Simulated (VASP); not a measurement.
## A VASP 6.6.1 single-point calculation on GaAs

INCAR

```
LCHARG = .FALSE.
ISIF = 2
NELM = 120
LWAVE = .FALSE.
IBRION = -1
ISMEAR = -4
LREAL = .FALSE.
NSW = 0
EDIFF = 1E-7
LASPH = .TRUE.
GGA = PE
ENCUT = 520
NELECT = 18.02
NBANDS = 16
SIGMA = 0.2
PREC = Accurate
```

KPOINTS

```
KPOINTS created by Atomic Simulation Environment
0
Gamma
5 5 5
0 0 0
```

POSCAR

```
Ga As
 1.0000000000000000
     0.0000000000000000    2.8330850957000000    2.7905888192999999
     2.8330850957000000    0.0000000000000000    2.7905888192999999
     2.8330850957000000    2.8330850957000000    0.0000000000000000
 Ga  As
   1   1
Cartesian
  0.0000000000000000  0.0000000000000000  0.0000000000000000
  1.4165425478500000  1.4165425478500000  1.3952944096500000
```

The recommended PBE PAW datasets give the neutral cell 18 valence electrons.

Command

```
mpirun -np 1 vasp_std
```

How does this run end, and what does it give?

It converged. Results: pressure 5.2 GPa.

OSZICAR

```
N       E                     dE             d eps       ncg     rms          rms(c)
DAV:   1     0.883401664413E+02    0.88340E+02   -0.88604E+03   584   0.155E+03
DAV:   2    -0.120946702108E+01   -0.89550E+02   -0.85953E+02   632   0.324E+02
DAV:   3    -0.814972689641E+01   -0.69403E+01   -0.69208E+01   728   0.681E+01
DAV:   4    -0.825056401698E+01   -0.10084E+00   -0.10083E+00   736   0.903E+00
DAV:   5    -0.825187508919E+01   -0.13111E-02   -0.13111E-02   744   0.944E-01    0.298E+00
DAV:   6    -0.809487097569E+01    0.15700E+00   -0.22326E-01   872   0.804E+00    0.181E+00
DAV:   7    -0.807281033990E+01    0.22061E-01   -0.71076E-02   712   0.191E+00    0.572E-01
DAV:   8    -0.807384297564E+01   -0.10326E-02   -0.11334E-02   696   0.119E+00    0.119E-01
DAV:   9    -0.807429179697E+01   -0.44882E-03   -0.10152E-03   704   0.364E-01    0.499E-02
DAV:  10    -0.807437069344E+01   -0.78896E-04   -0.84007E-05   768   0.102E-01    0.272E-02
DAV:  11    -0.807442481268E+01   -0.54119E-04   -0.76500E-05   648   0.694E-02    0.297E-03
DAV:  12    -0.807442502926E+01   -0.21658E-06   -0.14260E-06   680   0.176E-02    0.155E-03
DAV:  13    -0.807442531940E+01   -0.29015E-06   -0.59568E-07   704   0.524E-03    0.699E-04
DAV:  14    -0.807442530659E+01    0.12810E-07   -0.87999E-09   512   0.966E-04
   1 F= -.80744253E+01 E0= -.80744253E+01  d E =0.000000E+00
```

The cell is charged and sits in a uniform background.

For comparison, a separate PBE run of the intended cell, on usual settings and not on those above, gives a gap of 0.53 eV on its mesh and a pressure of 4.1 GPa.
